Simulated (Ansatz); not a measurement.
# Sc2COS MXene monolayer in a perpendicular field

Wanted: the out-of-plane response of the Sc2COS MXene monolayer. A positive field points along +c.

Method: plane-wave DFT, PBE-D3(BJ), Ansatz PAW, in the first sound run; inputs show where later runs differ, in Ansatz 0.2.0.

This is a report of a sequence of runs, with the program logs left out and the cost of each run kept.

**1. The starting structure**

The cell holds 5 atoms: 1 S, 2 Sc, 1 C and 1 O. Cell: a = 3.226 Å, b = 3.226 Å, c = 41.983 Å, α = 90.0°, β = 90.0°, γ = 120.0°. Vacuum lies along c.

**2. Relaxing the slab**

The starting cell is a guess, so the in-plane lattice and the atoms are relaxed first, with the slab cut off from its images along the normal.

Contents of input.yaml:

```yaml
crystal:
  lattice:
    - [3.22608, 0.0, 0.0]
    - [-1.61304, 2.7938672346, 0.0]
    - [0.0, 0.0, 41.9830368437]
  atoms:
    - { symbol: S, position: [0.3333333333, 0.6666666667, 0.4346993779] }
    - { symbol: Sc, position: [0.6666666667, 0.3333333333, 0.4772230721] }
    - { symbol: C, position: [0.0, 0.0, 0.5075430612] }
    - { symbol: Sc, position: [0.3333333333, 0.6666666667, 0.5378630502] }
    - { symbol: O, position: [0.6666666667, 0.3333333333, 0.5653006221] }
  periodic: [true, true, false]
kpoints:
  mp_grid: { grid: [12, 12, 1] }
hamiltonian:
  xc: pbe
  dispersion: d3bj
scf:
  occupations: { method: fermi_dirac, width: 0.05 }
  convergence: { dr2_threshold: 1.0e-09 }
relax:
  f_tol: 0.004
  max_steps: 90
  cell: {}
output:
  write_potential: true
  write_density: true
  volumetric_format: npy
```

The run is started by

```sh
$ ansatz run input.yaml --threads 4 --pin off --max-ram 6144MiB --backend cpu --events-out ev --progress --plain --runs-dir out
```

It took 57 s on 4 threads of Intel Xeon Platinum 8488C (Sapphire Rapids), shared host; peak memory 0.81 GiB; 3.5 min of CPU time.

The steps of the relaxation:

```csv
step,energy less that of the first step (eV),largest force component (eV/Å),volume (Å³)
1,0.0000,5.0074,378.40
2,-0.9371,1.8774,386.23
3,-1.0916,0.5692,394.32
4,-1.1132,0.1113,394.27
5,-1.1140,0.0358,395.37
6,-1.1140,0.0208,395.41
7,-1.1141,0.0028,395.35
8*,-1.1204,0.0023,395.35
9,-1.1203,0.0030,395.81
10*,-1.1204,0.0030,395.81
```

Relaxation steps marked * repeat the geometry before them on a plane-wave basis chosen anew for their cell, so energy and pressure can jump there.

The run keeps the 6 symmetry operations that the program found, so distortions that break them were not tested.

```csv
cell as run,before,after,change
a (Å),3.226,3.299,+2.3 %
b (Å),3.226,3.299,+2.3 %
```

The atoms that moved most (Å, along periodic axes as changes of fractional coordinates times the final cell, across vacuum about the mean position):

| atom | dx | dy | dz | length |
| --- | --- | --- | --- | --- |
| Sc4 | 0.000 | 0.000 | 0.280 | 0.280 |
| O5 | 0.000 | 0.000 | -0.163 | 0.163 |
| C3 | 0.000 | 0.000 | -0.107 | 0.107 |
| Sc2 | 0.000 | 0.000 | -0.081 | 0.081 |
| S1 | 0.000 | 0.000 | 0.070 | 0.070 |

Final coordinates:

```cif
data_structure
_symmetry_space_group_name_H-M 'P 1'
_symmetry_Int_Tables_number 1
_cell_length_a 3.2994
_cell_length_b 3.2994
_cell_length_c 41.9830
_cell_angle_alpha 90.000
_cell_angle_beta 90.000
_cell_angle_gamma 120.000
_cell_volume 395.81
loop_
_atom_site_label
_atom_site_type_symbol
_atom_site_fract_x
_atom_site_fract_y
_atom_site_fract_z
_atom_site_occupancy
S1 S 0.33333 0.66667 0.43638 1
Sc2 Sc 0.66667 0.33333 0.47530 1
C3 C 0.00000 0.00000 0.50499 1
Sc4 Sc 0.33333 0.66667 0.54454 1
O5 O 0.66667 0.33333 0.56142 1
```

Read from the output:

```
energy at zero smearing : -5996.9800 eV
```

The lattice constant a goes from 3.226 to 3.299 Å.

**3. Single point, field 0, start network**

A sawtooth potential applies the field, turning back in the middle of the vacuum. With the dipole correction the typed value is the field outside the slab. The induced dipole is small, so the SCF threshold is tight.

The cell differs from the one that the last finished run ended in (c 41.983 → 23.250 Å).

Contents of input.yaml:

```yaml
crystal:
  lattice:
    - [3.2994367465, 0.0, 0.0]
    - [-1.6497183732, 2.8573960406, 0.0]
    - [0.0, 0.0, 23.2498218266]
  atoms:
    - { symbol: S, position: [0.3333333333, 0.6666666667, 0.3870997407] }
    - { symbol: Sc, position: [0.6666666667, 0.3333333333, 0.4573834335] }
    - { symbol: C, position: [0.0, 0.0, 0.5110066157] }
    - { symbol: Sc, position: [0.3333333333, 0.6666666667, 0.5824152935] }
    - { symbol: O, position: [0.6666666667, 0.3333333333, 0.6129002593] }
kpoints:
  mp_grid: { grid: [18, 18, 1] }
  band_path:
    path: [[0, 0, 0], [0.5, 0, 0], [0.33333333, 0.33333333, 0], [0, 0, 0]]
    npoints: 16
hamiltonian:
  xc: pbe
  dispersion: d3bj
scf:
  occupations: { method: fermi_dirac, width: 0.02585 }
  convergence: { dr2_threshold: 1.0e-10 }
efield:
  axis: 3
  dipole_correction: true
  ramp_position: 0.97
  ramp_width: 0.06
  amplitude: 0
output:
  dos: { projected: true, e_range: [-6, 5] }
  bader: true
  write_potential: true
  write_density: true
  volumetric_format: npy
  elf: true
```

Wall time 19 s (4 threads); peak memory 0.68 GiB; 75 s of CPU time.

This step gave:

```yaml
energy_at_zero_smearing: -5996.9857 eV
work_function_upper_face: 6.223 eV
work_function_lower_face: 6.583 eV
dipole_along_the_normal: 0.01878 e·Å
step_between_the_vacuum_levels: -0.3606 eV
```

Running mean over a fixed 2.8 Å (it still follows the layers) of the planar mean; the ramp of the sawtooth is left out. Table of electron's electrostatic potential energy less the Fermi level by z:

| z (Å) | electron's electrostatic potential energy less the Fermi level (eV) |
| --- | --- |
| 3.0 | 6.58 |
| 3.5 | 6.58 |
| 4.0 | 6.58 |
| 4.5 | 6.58 |
| 5.0 | 6.58 |
| 5.5 | 6.58 |
| 6.0 | 6.55 |
| 6.5 | 6.44 |
| 7.0 | 5.83 |
| 7.5 | 4.02 |
| 8.0 | 1.78 |
| 8.5 | -0.0910 |
| 9.0 | -2.33 |
| 9.5 | -5.23 |
| 10.0 | -6.47 |
| 10.5 | -6.50 |
| 11.0 | -6.25 |
| 11.5 | -5.79 |
| 12.0 | -5.41 |
| 12.5 | -5.86 |
| 13.0 | -6.68 |
| 13.5 | -5.95 |
| 14.0 | -4.80 |
| 14.5 | -3.13 |
| 15.0 | -0.139 |
| 15.5 | 3.14 |
| 16.0 | 5.39 |
| 16.5 | 6.08 |
| 17.0 | 6.20 |
| 17.5 | 6.22 |
| 18.0 | 6.22 |
| 18.5 | 6.22 |
| 19.0 | 6.22 |
| 19.5 | 6.22 |
| 20.0 | 6.22 |

The density of states has structure finer than the step of the table below, so its rows give means over 0.25 eV. Peaks (eV: height): -3.440: 11.6, -2.770: 7.28, -2.580: 10.5, -2.530: 10.3, -2.390: 14.1, -1.890: 8.91, -0.760: 8.17.

The density of states by energy, zero at the Fermi level; means over each step:

energy (eV), density of states (states/eV a cell) and a bar:
```
    -4.25        0.0 
    -4.00        0.2 #
    -3.75        1.2 ####
    -3.50        4.5 ################
    -3.25        3.5 ############
    -3.00        4.8 #################
    -2.75        5.7 ####################
    -2.50        8.7 ##############################
    -2.25        2.6 #########
    -2.00        5.1 ##################
    -1.75        1.5 #####
    -1.50        1.5 #####
    -1.25        4.1 ##############
    -1.00        3.5 ############
    -0.75        5.1 ##################
    -0.50        5.2 ##################
    -0.25        3.5 ############
     0.00        2.9 ##########
     0.25        3.7 #############
     0.50        1.4 #####
     0.75        0.7 ##
     1.00        0.5 ##
     1.25        0.4 #
     1.50        0.1 
     1.75        0.0
```

Projected DOS per atom over height of the atomic layer and energy from the Fermi level. Layers: S Sc C Sc O from below.

Ten even steps from '_' (0.00 states/eV) to '@' (4.13 states/eV), each cell a mean:
```
__________
__________
__________
__________
::__--____
..__--____
--..==____
--::--____
--..::__..
::________
--....__..
--..____::
::__::::@@
::____::**
::____..++
________::
__________
__________
__________
__________
__________
__________
```
Columns: height of the atomic layer (Å) from 9 to 14.2 (not evenly spaced); rows upwards: energy from the Fermi level (eV) from -5.96 to 1.96.

The electronic bands at the labelled points (eV, zero at the Fermi level):

```csv
point,band 16,band 17,band 18,band 19,band 20,band 21,band 22,band 23
Γ,-0.37,-0.37,-0.04,1.50,1.50,3.69,3.69,3.75
halfway,-1.73,-0.89,-0.43,0.16,0.57,2.97,4.25,4.29
M,-1.91,-1.18,-0.75,-0.51,0.32,2.55,4.39,4.69
halfway,-1.87,-1.53,-1.04,-0.74,-0.28,3.26,4.28,4.48
K,-2.23,-1.82,-1.26,-0.86,-0.51,3.68,4.39,4.65
halfway,-1.91,-1.09,-0.57,-0.14,0.21,3.39,3.76,4.51
Γ,-0.37,-0.37,-0.04,1.50,1.50,3.69,3.69,3.75
```

Valence density in the ca plane at fractional y = 0.333, with atoms of Sc and O within 0.2 Å of it. It is the smooth field of the valence electrons, not physical close to the nuclei.

Values in e/Å³, 5 rows by 16 columns, each cell a mean:
```
0.0 0.0 0.0 0.0 0.0 0.0 0.1 0.2 1.4 1.4 0.2 0.2 1.5 0.3 0.0 0.0
0.0 0.0 0.0 0.0 0.0 0.0 0.0 0.1 3.9 3.9 0.1 0.3 5.0 1.0 0.0 0.0
0.0 0.0 0.0 0.0 0.0 0.0 0.1 0.2 1.5 1.5 0.1 0.2 1.6 0.3 0.0 0.0
0.0 0.0 0.0 0.0 0.0 0.0 0.2 0.4 0.2 0.2 0.3 0.3 0.2 0.0 0.0 0.0
0.0 0.0 0.0 0.0 0.0 0.0 0.2 0.4 0.2 0.2 0.3 0.3 0.2 0.0 0.0 0.0
```
Columns run along c (16.0 Å, from fractional 0.08 to 0.77 of the cell), rows up along a (3.3 Å). Atoms in or near the plane, at fractional coordinates: Sc at (0.46, 0.67), O at (0.61, 0.67).

Electrostatic potential energy in the ca plane at fractional y = 0.333, with atoms of Sc and O within 0.2 Å of it. With pseudopotentials it is smooth inside the atoms' cores, unlike the true potential.

Values in eV, 5 rows by 16 columns, each cell a mean:
```
  5   5   4   0 -20 -17   1  -1 -13   3   5   5   5   5   5   5
  5   5   4  -1 -33 -29   0  -2 -37  -2   5   5   5   5   5   5
  5   5   4   0 -21 -17   1  -1 -14   3   5   5   5   5   5   5
  5   5   2  -3  -2  -1   0  -7  -4   3   5   5   5   5   5   5
  5   5   2  -3  -2  -1  -1  -7  -4   3   5   5   5   5   5   5
```
Columns run along c (16.0 Å, from fractional 0.25 to 0.94 of the cell; values clipped at the 3rd and 97th percentile), rows up along a (3.3 Å). Atoms in or near the plane, at fractional coordinates: Sc at (0.46, 0.67), O at (0.61, 0.67).

ELF in the ca plane at fractional y = 0.333, with atoms of Sc and O within 0.2 Å of it. It is the smooth field of the valence electrons, not physical close to the nuclei.

Ten even steps from '0' (0.00) to '9' (0.82), each cell a mean:
```
00000000000000001356641354224411258875210000
00000000000000000012213878611212699997410000
00000000000000000001005725820113895798520000
00000000000000000011104856711113797898420000
00000000000000000234422677413311489986310000
00000000000000012578863122246520124653100000
00000000000000024789986312588721211110000000
00000000000000025799997323689731220000000000
00000000000000013689985111368620111332000000
```
Columns run along c (16.0 Å, from fractional 0.08 to 0.77 of the cell), rows up along a (3.3 Å). Atoms in or near the plane, at fractional coordinates: Sc at (0.46, 0.67), O at (0.61, 0.67).

The work function of the upper face is 6.22 eV.

**4. Single point, field 0.1 V/Å**

Edit input.yaml of step 3 so:

```diff
@@ -25,8 +25,6 @@
   dipole_correction: true
-  ramp_position: 0.97
-  ramp_width: 0.06
-  amplitude: 0
+  ramp_position: 0.9437
+  ramp_width: 0.1101
+  amplitude: 0.1
 output:
-  dos: { projected: true, e_range: [-6, 5] }
-  bader: true
   write_potential: true
@@ -34,2 +32 @@
   volumetric_format: npy
-  elf: true
```

Run time: 11 s. Hardware: 4 threads; peak memory 0.64 GiB; 41 s of CPU time.

The dipole is 0.0537 e·Å, 0.0349 e·Å from its value without field.

**5. Atoms held, field -0.1 V/Å**

Edit input.yaml of step 4 so:

```diff
@@ -27,3 +27,3 @@
   ramp_width: 0.1101
-  amplitude: 0.1
+  amplitude: -0.1
 output:
```

Elapsed: 12 s, on 4 threads; peak memory 0.64 GiB; 45 s of CPU time.

The dipole is -0.0161 e·Å, -0.0349 e·Å from its value without field.

**6. Atoms held, field 0.2 V/Å**

Edit input.yaml of step 5 so:

```diff
@@ -27,3 +27,3 @@
   ramp_width: 0.1101
-  amplitude: -0.1
+  amplitude: 0.2
 output:
```

Run time: 11 s. Hardware: 4 threads; peak memory 0.65 GiB.

The dipole is 0.0886 e·Å, 0.0699 e·Å from its value without field.

**7. Atoms held, field -0.2 V/Å**

Edit input.yaml of step 6 so:

```diff
@@ -27,3 +27,3 @@
   ramp_width: 0.1101
-  amplitude: 0.2
+  amplitude: -0.2
 output:
```

Elapsed: 9 s, on 4 threads; peak memory 0.65 GiB.

The dipole is -0.0510 e·Å, -0.0698 e·Å from its value without field.

**8. Single point, field 0.35 V/Å**

Edit input.yaml of step 7 so:

```diff
@@ -25,6 +25,8 @@
   dipole_correction: true
-  ramp_position: 0.9437
-  ramp_width: 0.1101
-  amplitude: -0.2
+  ramp_position: 0.9185
+  ramp_width: 0.1604
+  amplitude: 0.35
 output:
+  dos: { projected: true, e_range: [-6, 5] }
+  bader: true
   write_potential: true
@@ -32 +34,2 @@
   volumetric_format: npy
+  elf: true
```

Wall time 21 s (4 threads); peak memory 0.66 GiB.

The dipole is 0.141 e·Å, 0.122 e·Å from its value without field.

**9. Response, atoms held**

This step: plane-wave DFT, PBE-D3(BJ), Ansatz PAW; response to a field along the normal, atoms held (Ansatz 0.2.0).

The dipoles give the slope, and the difference of two potentials shows where the field is screened.

This step gave:

```
equivalent conductor thickness p/(ε₀AE) : 6.703 Å
distance between the outer atoms        : 5.250 Å
```

Table of dipole of the cell by applied field:

```csv
applied field (V/Å),dipole of the cell (e·Å)
-0.200,-0.0510
-0.100,-0.0161
0.000,0.0188
0.100,0.0537
0.200,0.0886
0.350,0.141
```

Local field over the applied field, running mean. From the potentials at -0.1 and 0.1 V/Å; running mean over 2.5 Å. Local field over applied field against z:

z (Å), local field over applied field and a bar from the least value:
```
      4.5      1.000 ##############################
      5.0      0.998 ##############################
      5.5      0.994 ##############################
      6.0      0.979 #############################
      6.5      0.938 ############################
      7.0      0.842 #########################
      7.5      0.687 #####################
      8.0      0.507 ###############
      8.5      0.321 ##########
      9.0      0.155 #####
      9.5      0.050 ##
     10.0      0.008 
     10.5     -0.004 
     11.0      0.006 
     11.5      0.037 #
     12.0      0.073 ##
     12.5      0.093 ###
     13.0      0.118 ####
     13.5      0.166 #####
     14.0      0.251 ########
     14.5      0.376 ###########
     15.0      0.539 ################
     15.5      0.707 #####################
     16.0      0.847 #########################
     16.5      0.938 ############################
     17.0      0.979 #############################
     17.5      0.993 ##############################
     18.0      0.998 ##############################
     18.5      0.999 ##############################
     19.0      1.000 ##############################
```

Electrons, planar mean, per unit field. Table of induced electron density by z:

```csv
z (Å),induced electron density (e/Å³ per V/Å)
4.5,1.6e-6
5.0,6.5e-6
5.5,2.4e-5
6.0,8.7e-5
6.5,2.9e-4
7.0,8.5e-4
7.5,0.00218
8.0,0.00380
8.5,0.00262
9.0,8.3e-4
9.5,8.2e-4
10.0,-2.2e-4
10.5,-3.4e-4
11.0,1.1e-5
11.5,-6.5e-5
12.0,-6.8e-4
12.5,-0.00105
13.0,1.3e-4
13.5,0.00103
14.0,-0.00171
14.5,-0.00173
15.0,-0.00352
15.5,-0.00208
16.0,-8.3e-4
16.5,-2.9e-4
17.0,-9.0e-5
17.5,-2.6e-5
18.0,-7.2e-6
18.5,-1.9e-6
19.0,-5.1e-7
```

By hand: between -0.1 and 0.1 V/Å the dipole changes by 0.06984 e·Å, a slope of 0.3492 e·Å²/V. A perfect conductor of thickness t has p = ε₀AEt, so t = 180.95 × 0.3492 / 9.428 = 6.70 Å (e/ε₀ = 180.95 V·Å, A in Å²).

The induced dipole is that of a conductor 6.70 Å thick.

**10. Relaxing in the field, field 0.1 V/Å**

This step: plane-wave DFT, PBE-D3(BJ), Ansatz PAW (Ansatz 0.2.0).

Now the atoms may follow the field. A weak field makes forces of meV/Å to tens of meV/Å, so the force tolerance is set well below the usual one.

input.yaml, the sections that differ from step 8:

```yaml
kpoints:
  mp_grid: { grid: [12, 12, 1] }
efield:
  axis: 3
  dipole_correction: true
  ramp_position: 0.9437
  ramp_width: 0.1101
  amplitude: 0.1
relax:
  f_tol: 0.001
  max_steps: 60
output:
  write_potential: true
  write_density: true
  volumetric_format: npy
# crystal, hamiltonian, scf: as in step 8
```

Wall time 12 s (4 threads); peak memory 0.55 GiB.

The steps of the relaxation:

```csv
step,energy less that of the first step (eV),largest force component (eV/Å)
1,0.0000,0.0534
2,-0.0001,0.0158
3,-0.0002,0.0065
4,-0.0002,0.0016
5,-0.0002,0.0007
```

Forces are held to the 6 operations that the program found; a distortion that breaks them can't arise in this run.

The relaxed structure:

```xyz
5
Lattice="3.2994 0.0000 0.0000 -1.6497 2.8574 0.0000 0.0000 0.0000 23.2498" Properties=species:S:1:pos:R:3
S     0.0000    1.9049    8.9950
Sc    1.6497    0.9525   10.6320
C     0.0000    0.0000   11.8805
Sc    0.0000    1.9049   13.5463
O     1.6497    0.9525   14.2520
```

This step gave:

```
energy at zero smearing : -5996.9855 eV
dipole along the normal : 0.05617 e·Å
```

The relaxation took 5 steps and lowered the energy by 1.7e-4 eV; the largest force on the free atoms ends at 7.0e-4 eV/Å.

The dipole is 0.0562 e·Å, 0.0374 e·Å from its value without field.

**11. Relaxing in the field, field -0.1 V/Å**

The opposite sign, again from the field-free geometry; the difference of the two cancels what relaxes without a field.

Edit input.yaml of step 10 so:

```diff
@@ -24,3 +24,3 @@
   ramp_width: 0.1101
-  amplitude: 0.1
+  amplitude: -0.1
 relax:
```

Wall time 9.2 s (4 threads); peak memory 0.57 GiB; 34 s of CPU time.

Relaxation path:

```
step  energy less that of the first step (eV)  largest force component (eV/Å)
   1                                   0.0000                          0.0508
   2                                  -0.0001                          0.0153
   3                                  -0.0002                          0.0027
   4                                  -0.0002                          0.0006
```

Forces are held to the 6 operations that the program found; a distortion that breaks them can't arise in this run.

The relaxed structure:

```xyz
5
Lattice="3.2994 0.0000 0.0000 -1.6497 2.8574 0.0000 0.0000 0.0000 23.2498" Properties=species:S:1:pos:R:3
S     0.0000    1.9049    8.9953
Sc    1.6497    0.9525   10.6323
C     0.0000    0.0000   11.8810
Sc    0.0000    1.9049   13.5418
O     1.6497    0.9525   14.2554
```

This step gave:

- energy at zero smearing: -5996.9816 eV
- dipole along the normal: -0.01713 e·Å

The relaxation took 4 steps and lowered the energy by 1.8e-4 eV; the largest force on the free atoms ends at 5.8e-4 eV/Å.

The dipole is -0.0171 e·Å, -0.0359 e·Å from its value without field.

(Part 1 of 2 ends here.)

[Long decimals in the printed logs are rounded to 6 places.]

[Logs are printed without paths, hosts, clocks, repeated set-up lines and the standing remarks that a program may print on its own settings, such as how far it seeks lower states.]

[Hosts, paths, dates, database ids (printed as entryN), source tags and the programs' standing remarks are cut or masked in the printed files.]

[Maps of the electrostatic potential energy from Ansatz leave out the sawtooth potential of an applied field or a dipole correction, so their vacuum need not be flat; planar profiles and work functions include it.]

[The density of states shown here was stored with 400 of the rows of the run's finer table, so its peaks can read low, often by over a quarter, or be missed, and its means over a window can be off by a tenth or more.]
